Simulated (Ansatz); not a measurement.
# WS2 (2H monolayer): the G0W0 gap against the k mesh

Aim: the G0W0 gap of WS2 (2H monolayer) on a series of meshes, at fixed bands and cutoff.

Calculated with Ansatz 0.2.0; G0W0 on PBE, plane waves, PAW.

Report form: the programs' logs are mostly left out.

**1. Starting point**

The cell holds 3 atoms: 1 W and 2 S. Cell: a = 3.188 Å, b = 3.188 Å, c = 29.500 Å, α = 90.0°, β = 90.0°, γ = 120.0°. Vacuum lies along c.

As a file:

```cif
data_structure
_symmetry_space_group_name_H-M 'P 1'
_symmetry_Int_Tables_number 1
_cell_length_a 3.1877
_cell_length_b 3.1877
_cell_length_c 29.5000
_cell_angle_alpha 90.000
_cell_angle_beta 90.000
_cell_angle_gamma 120.000
_cell_volume 259.60
loop_
_atom_site_label
_atom_site_type_symbol
_atom_site_fract_x
_atom_site_fract_y
_atom_site_fract_z
_atom_site_occupancy
W1 W 0.33333 0.66667 0.50000 1
S2 S 0.66667 0.33333 0.55327 1
S3 S 0.66667 0.33333 0.44673 1
```

The structure was relaxed with PBE. The runs that relaxed it are not among those shown. Spin-orbit coupling is left out unless a step names it. The default PAW set here is soft_2. Its files were made with PBE. The Coulomb interaction is cut off across the vacuum.

**2. The 3×3×1 mesh**

Now the one-shot GW correction: screening in the RPA, then the self-energy of the levels asked for.

The input, input.yaml:

```yaml
crystal:
  lattice:
    - [3.1876840329, 0.0, 0.0]
    - [-1.5938420165, 2.7606153518, 0.0]
    - [0.0, 0.0, 29.5]
  atoms:
    - { symbol: W, position: [0.3333333333, 0.6666666667, 0.5] }
    - { symbol: S, position: [0.6666666667, 0.3333333333, 0.5532708694] }
    - { symbol: S, position: [0.6666666667, 0.3333333333, 0.4467291306] }
  periodic: [true, true, false]
kpoints:
  mp_grid: { grid: [3, 3, 1] }
hamiltonian:
  xc: pbe
scf:
  occupations: { method: fixed }
gw:
  n_empty_bands: 196
  ecut_chi: 48.0
  qp_bands: [v2, c2]
  qp_kpoints: band_edges
  screening: { model: contour_deformation }
```

Started as:

```bash
$ ansatz run input.yaml --threads 3 --pin off --max-ram 64512MiB --backend cuda --events-out ev --progress --plain --runs-dir out --devices 1 --max-vram 24GiB  # rebuilt from the run's record
```

Run time: 4.5 s. Hardware: 1 × NVIDIA H100 80GB HBM3 (shared by 3 runs) with 3 threads of AMD EPYC 7R13 (Zen 3), shared host; peak memory 1.1 GiB; 5.1 s of CPU time.

This step gave:

```yaml
bands_summed: 209
plane_waves_in_the_screening_matrix: 183
q_points_in_the_mesh: 9
g0w0_gap_on_the_mesh: 2.363 eV
k_of_the_valence_top: 0.3333, 0.3333, 0
k_of_the_conduction_bottom: 0.3333, 0.3333, 0
starting_gap_on_the_mesh: 1.786 eV
z_at_the_valence_top: 0.7097
z_at_the_conduction_bottom: 0.7067
least_direct_g0w0_gap_on_the_computed_points: 2.363 eV
```

The gap on the mesh goes from 1.79 eV to 2.36 eV, a correction of +0.58 eV. Between the two edge states, bare exchange in place of the xc potential would open the gap by 6.04 eV, and correlation takes back 5.46 eV.

**3. The 6×6×1 mesh**

Only the mesh changes. It samples the long-range screening, which converges on its own terms.

input.yaml: that of step 2 with these lines changed.

```diff
@@ -11,3 +11,3 @@
 kpoints:
-  mp_grid: { grid: [3, 3, 1] }
+  mp_grid: { grid: [6, 6, 1] }
 hamiltonian:
```

The job ended after 6.4 s (1 × NVIDIA H100 80GB HBM3 (shared by 3 runs) with 3 threads; peak memory 1.3 GiB; 9.8 s of CPU time).

Numbers from this step:

| Quantity | Value |
| --- | --- |
| bands summed | 209 |
| plane waves in the screening matrix | 183 |
| q-points in the mesh | 36 |
| G0W0 gap on the mesh | 2.607 eV |
| k of the valence top | 0.3333, 0.3333, 0 |
| k of the conduction bottom | 0.3333, 0.3333, 0 |
| starting gap on the mesh | 1.808 eV |
| Z at the valence top | 0.7388 |
| Z at the conduction bottom | 0.7395 |
| least direct G0W0 gap on the computed points | 2.607 eV |

Against the run with 3×3×1 mesh, 196 empty bands, screening to 48 eV, the gap moves by +0.24 eV, while the start moved by +0.02 eV.

**4. The 12×12×1 mesh**

input.yaml: that of step 3 with these lines changed.

```diff
@@ -11,3 +11,3 @@
 kpoints:
-  mp_grid: { grid: [6, 6, 1] }
+  mp_grid: { grid: [12, 12, 1] }
 hamiltonian:
```

Wall time 32 s (1 × NVIDIA H100 80GB HBM3 (shared by 3 runs) with 3 threads); peak memory 1.6 GiB.

This step gave:

```yaml
bands_summed: 209
plane_waves_in_the_screening_matrix: 183
g0w0_gap_on_the_mesh: 2.631 eV
k_of_the_valence_top: 0.3333, 0.3333, 0
k_of_the_conduction_bottom: 0.3333, 0.3333, 0
starting_gap_on_the_mesh: 1.809 eV
least_direct_g0w0_gap_on_the_computed_points: 2.631 eV
```

Against the run with 6×6×1 mesh, 196 empty bands, screening to 48 eV, the gap moves by +0.02 eV.

**5. The 18×18×1 mesh**

input.yaml: that of step 4 with these lines changed.

```diff
@@ -11,3 +11,3 @@
 kpoints:
-  mp_grid: { grid: [12, 12, 1] }
+  mp_grid: { grid: [18, 18, 1] }
 hamiltonian:
```

It took 2 min on 1 × NVIDIA H100 80GB HBM3 (shared by 3 runs) with 3 threads; peak memory 2.2 GiB.

This step gave:

```yaml
bands_summed: 209
plane_waves_in_the_screening_matrix: 183
g0w0_gap_on_the_mesh: 2.628 eV
k_of_the_valence_top: 0.3333, 0.3333, 0
k_of_the_conduction_bottom: 0.3333, 0.3333, 0
starting_gap_on_the_mesh: 1.809 eV
least_direct_g0w0_gap_on_the_computed_points: 2.628 eV
```

Against the run with 12×12×1 mesh, 196 empty bands, screening to 48 eV, the gap moves by −0.002 eV.

**6. The meshes together**

Times are wall times on 1 × NVIDIA H100 80GB HBM3 (shared by 3 runs) with 3 threads of AMD EPYC 7R13 (Zen 3), shared host, good to a factor of about two.

| mesh | points | irreducible | start (eV) | G0W0 (eV) | shift (eV) | mean of 1 + 4πα/V (set by the cell height) | time |
| --- | --- | --- | --- | --- | --- | --- | --- |
| 3×3×1 | 9 | 3 | 1.786 | 2.363 | +0.577 | 3.64 | 4.5 s |
| 6×6×1 | 36 | 7 | 1.808 | 2.607 | +0.799 | 2.96 | 6.4 s |
| 12×12×1 | 144 | 19 | 1.809 | 2.631 | +0.821 | 2.82 | 32 s |
| 18×18×1 | 324 | 37 | 1.809 | 2.628 | +0.819 | 2.82 | 2 min |

**7. Outcome**

```
3×3×1    : 2.363 eV (shift +0.577)
6×6×1    : 2.607 eV (shift +0.799)
12×12×1  : 2.631 eV (shift +0.821)
18×18×1  : 2.628 eV (shift +0.819)
settings : PBE start, 196 empty bands, 48 eV
```

In words: The shift is +0.58 eV on 3×3×1 and +0.82 eV on 18×18×1; the last step moves it by −0.002 eV. The mean of 1 + 4πα/V (set by the cell height) ranges from 2.82 to 3.64 and ends at 2.82; the coarsest mesh overstates it. From 9 to 324 points the time grows 27-fold. Bands and cutoff are modest here, so the values stand off the basis limit. The many-body steps are scalar-relativistic: spin-orbit coupling is not in them.

[Paths, hosts, dates, memory and timing lines, banners, echoed tables and standing remarks are left out of the program output.]

[Logs are printed without paths, hosts, clocks, repeated set-up lines and the standing remarks that a program may print on its own settings, such as how far it seeks lower states.]

[Runs of the session that timed out or met a known fault of the program may be left out.]

[Cells called generated may have been cut or substituted from an entry of the Crystallography Open Database or the Materials Project.]

[Hosts, paths, dates, database ids (printed as entryN), source tags and the programs' standing remarks are cut or masked in the printed files.]
